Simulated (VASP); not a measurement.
# CdBr2 (Fm-3m): band edges, masses and strain, part 3 of 8

Aim: the gap of CdBr2, the masses at its band edges and their response to strain. The cell is generated by rule, not measured, and may not be a known phase.

VASP 6.6.1, plane waves and PAW; the level of theory is named at each step.

So far, least gap on mesh and path (eV): step 3 (bands on a dense mesh, PBE) 0.250; step 5 (bands with spin-orbit coupling, PBE, spin-orbit coupling) 0.230.

## (6) Effective masses with spin-orbit coupling

Level of this step: PBE, spin-orbit coupling; plane waves and PAW (Cd, Br); invented cell (VASP).

The masses are taken again with the coupling, at the edges of the step before.

Input file INCAR:

```
SYSTEM = CdBr2
PREC = Accurate
ENCUT = 400
EDIFF = 1E-08
NELM = 100
ISMEAR = 0
SIGMA = 0.02
LREAL = .FALSE.
ALGO = Normal
GGA = PE
LNONCOLLINEAR = .TRUE.
MAGMOM = 0 0 0 0 0 0 0 0 0
NBANDS = 38
GGA_COMPAT = .FALSE.
LASPH = .TRUE.
LSORBIT = .TRUE.
LORBIT = 11
LWAVE = .FALSE.
LCHARG = .FALSE.
KPAR = 4
```

Input file POSCAR:

```
CdBr2
1.0
    0.0000000000      3.4945900000      3.4945900000
    3.4945900000      0.0000000000      3.4945900000
    3.4945900000      3.4945900000      0.0000000000
Cd Br
1 2
Direct
    0.0000000000      0.0000000000      0.0000000000
    0.2500000000      0.2500000000      0.2500000000
    0.7500000000      0.7500000000      0.7500000000
```

Input file KPOINTS:

```
Automatic mesh
0
Gamma
8 8 8
0 0 0
```

Input file KPOINTS_OPT:

```
points round the band edges
26
Reciprocal
  0.5000000000   0.5000000000   0.0000000000 1
  0.0000000000   0.0000000000   0.0000000000 1
  0.5000000000   0.4955505498  -0.0044494502 1
  0.5000000000   0.5044494502   0.0044494502 1
  0.4955505498   0.5000000000  -0.0044494502 1
  0.5044494502   0.5000000000   0.0044494502 1
  0.4955505498   0.4955505498   0.0000000000 1
  0.5044494502   0.5044494502   0.0000000000 1
  0.5000000000   0.4833145618  -0.0166854382 1
  0.5000000000   0.5166854382   0.0166854382 1
  0.4833145618   0.5000000000  -0.0166854382 1
  0.5166854382   0.5000000000   0.0166854382 1
  0.4833145618   0.4833145618   0.0000000000 1
  0.5166854382   0.5166854382   0.0000000000 1
  0.0000000000  -0.0044494502  -0.0044494502 1
  0.0000000000   0.0044494502   0.0044494502 1
 -0.0044494502   0.0000000000  -0.0044494502 1
  0.0044494502   0.0000000000   0.0044494502 1
 -0.0044494502  -0.0044494502   0.0000000000 1
  0.0044494502   0.0044494502   0.0000000000 1
  0.0000000000  -0.0166854382  -0.0166854382 1
  0.0000000000   0.0166854382   0.0166854382 1
 -0.0166854382   0.0000000000  -0.0166854382 1
  0.0166854382   0.0000000000   0.0166854382 1
 -0.0166854382  -0.0166854382   0.0000000000 1
  0.0166854382   0.0166854382   0.0000000000 1
```

The projector-augmented-wave data sets are Cd and Br (PBE family, release 64).

On the command line:

```sh
> mpirun -np 4 vasp_ncl
```

What it wrote:

```text
[... set-up lines as in an earlier step ...]
 entering main loop
       N       E                     dE             d eps       ncg     rms          rms(c)
[... 12 cycles as in an earlier step ...]
DAV:  13    -0.585432403663E+01   -0.79656E-07   -0.31023E-06  2542   0.997E-03    0.176E-03
DAV:  14    -0.585432398350E+01    0.53134E-07   -0.10314E-07  2420   0.263E-03    0.938E-04
DAV:  15    -0.585432394011E+01    0.43384E-07   -0.22055E-08  2222   0.128E-03    0.435E-04
DAV:  16    -0.585432396078E+01   -0.20666E-07   -0.94744E-09  2028   0.488E-04    0.299E-04
DAV:  17    -0.585432396450E+01   -0.37187E-08   -0.29639E-09  1638   0.454E-04
   1 F= -.58543240E+01 E0= -.58543240E+01  d E =-.456771E-11  mag=    -0.0000    -0.0000    -0.0000
 Start KPOINTS_OPT (optional k-point list driver)
k-point batch [1-26\26]
       N       E                     dE             ncg
DAV:   1     0.822825216641E+03   -0.78056E+04     2008
DAV:   2    -0.314480024591E+04   -0.39676E+04     2356
DAV:   3    -0.343575403902E+04   -0.29095E+03     2176
DAV:   4    -0.343867444737E+04   -0.29204E+01     2352
DAV:   5    -0.343869963214E+04   -0.25185E-01     2246
DAV:   6    -0.343870005246E+04   -0.42032E-03     2278
DAV:   7    -0.343870006345E+04   -0.10985E-04     2298
DAV:   8    -0.343870006380E+04   -0.35749E-06     2304
DAV:   9    -0.343870006382E+04   -0.11486E-07     1780
DAV:  10    -0.343870006382E+04    0.20964E-09     1464
```

Run time: 1.7 min. Hardware: 4 MPI ranks of AMD EPYC 7R43, shared host; peak memory 1.4 GiB.

OUTCAR, selected parts (step 6):

```text
   NELECT =      26.0000    total number of electrons

 E-fermi :   0.9012

 k-point     1 :       0.0000    0.0000    0.0000
  band No.  band energies     occupation
    ...
     22      -0.5207      1.00000
     23       0.0136      1.00000
     24       0.0136      1.00000
     25       0.0136      1.00000
     26       0.0136      1.00000
     27       0.9796      0.00000
     28       0.9796      0.00000
     29       5.2814      0.00000
     30       5.2814      0.00000
     31       5.5739      0.00000
    ...

  Total        0.1200612      0.1200612      0.1200612     -0.0000000      0.0000000      0.0000000
  in kB        2.2536914      2.2536914      2.2536914     -0.0000000      0.0000000      0.0000000
  external PRESSURE =       2.2536914 kB  Pullay stress =       0.0000000 kB

 POSITION                                       TOTAL-FORCE (eV/Angst)
 -----------------------------------------------------------------------------------
      0.00000      0.00000      0.00000         0.000000     -0.000000     -0.000000
      1.74730      1.74730      1.74730         0.000000      0.000000      0.000000
      5.24188      5.24188      5.24188        -0.000000     -0.000000     -0.000000
 -----------------------------------------------------------------------------------
    total drift:                                0.000000     -0.000000     -0.000000

  FREE ENERGIE OF THE ION-ELECTRON SYSTEM (eV)
  ---------------------------------------------------
  free  energy   TOTEN  =        -5.8543239645 eV

  energy  without entropy=       -5.8543239645  energy(sigma->0) =       -5.85432396

 Spin-Orbit-Coupling matrix elements
 Ion:    1  E_soc:     -0.0490251
 Ion:    2  E_soc:     -0.0627132
 Ion:    3  E_soc:     -0.0627132

 magnetization (x)
# of ion       s       p       d       tot
------------------------------------------
    1        0.000   0.000  -0.000  -0.000
    2        0.000   0.000  -0.000   0.000
    3        0.000   0.000   0.000   0.000
--------------------------------------------------
tot          0.000   0.000  -0.000   0.000

 magnetization (y)
# of ion       s       p       d       tot
------------------------------------------
    1       -0.000   0.000   0.000   0.000
    2        0.000   0.000   0.000   0.000
    3        0.000   0.000   0.000   0.000
--------------------------------------------------
tot         -0.000   0.000   0.000   0.000

 magnetization (z)
# of ion       s       p       d       tot
------------------------------------------
    1       -0.000   0.000   0.000   0.000
    2       -0.000   0.000   0.000   0.000
    3       -0.000   0.000   0.000   0.000
--------------------------------------------------
tot         -0.000   0.000   0.000   0.000

[... 8 parts as in an earlier step ...]

[... 9 further parts left out ...]
```

Numbers from this step:

- SCF cycles: 17
- Fermi energy: 0.9012 eV
- pressure: 0.2254 GPa

The spin moment in the PAW sphere vanishes on all atoms.

On-site spin-orbit energy by atom:

| atom | on-site spin-orbit energy (eV) |
| --- | --- |
| Cd1 | -0.0490 |
| Br2 | -0.0627 |
| Br3 | -0.0627 |

Central differences; holes have negative curvature. Effective masses along the Cartesian axes:

| edge | band from the gap | direction | step (Å⁻¹) | mass (electron masses) |
| --- | --- | --- | --- | --- |
| VBM | -1 | x | 0.008 | -0.623 |
| VBM | -2 | x | 0.008 | -0.623 |
| VBM | -3 | x | 0.008 | -1.806 |
| VBM | -4 | x | 0.008 | -1.806 |
| VBM | -1 | y | 0.008 | -0.623 |
| VBM | -2 | y | 0.008 | -0.623 |
| VBM | -3 | y | 0.008 | -1.806 |
| VBM | -4 | y | 0.008 | -1.806 |
| VBM | -1 | z | 0.008 | -1.904 |
| VBM | -2 | z | 0.008 | -1.904 |
| VBM | -3 | z | 0.008 | -0.4298 |
| VBM | -4 | z | 0.008 | -0.4298 |
| VBM | -1 | x | 0.03 | -0.7036 |
| VBM | -2 | x | 0.03 | -0.7036 |
| VBM | -3 | x | 0.03 | -1.44 |
| VBM | -4 | x | 0.03 | -1.44 |
| VBM | -1 | y | 0.03 | -0.7036 |
| VBM | -2 | y | 0.03 | -0.7036 |
| VBM | -3 | y | 0.03 | -1.44 |
| VBM | -4 | y | 0.03 | -1.44 |
| VBM | -1 | z | 0.03 | -1.872 |
| VBM | -2 | z | 0.03 | -1.872 |
| VBM | -3 | z | 0.03 | -0.4323 |
| VBM | -4 | z | 0.03 | -0.4323 |
| CBM | 1 | x | 0.008 | 0.1061 |
| CBM | 2 | x | 0.008 | 0.1061 |
| CBM | 1 | y | 0.008 | 0.1061 |
| CBM | 2 | y | 0.008 | 0.1061 |
| CBM | 1 | z | 0.008 | 0.1061 |
| CBM | 2 | z | 0.008 | 0.1061 |
| CBM | 1 | x | 0.03 | 0.1096 |
| CBM | 2 | x | 0.03 | 0.1096 |
| CBM | 1 | y | 0.03 | 0.1096 |
| CBM | 2 | y | 0.03 | 0.1096 |
| CBM | 1 | z | 0.03 | 0.1096 |
| CBM | 2 | z | 0.03 | 0.1096 |

[end of part 3 of 8]

[Lines on the potential files, build, host, timing and source positions are cut from VASP's logs without a mark.]

[Logs are printed without paths, hosts, clocks, repeated set-up lines and the standing remarks that a program may print on its own settings, such as how far it seeks lower states.]

[Hosts, paths, dates, database ids (printed as entryN), source tags and the programs' standing remarks are cut or masked in the printed files.]

[In band tables of VASP the shares of atoms and orbitals are scaled to a sum of 1 inside the atoms' spheres.]

[Gaps and slopes under strain along one axis are those of the sampled path and mesh points; where strain splits equal valleys, another of them can be the edge.]
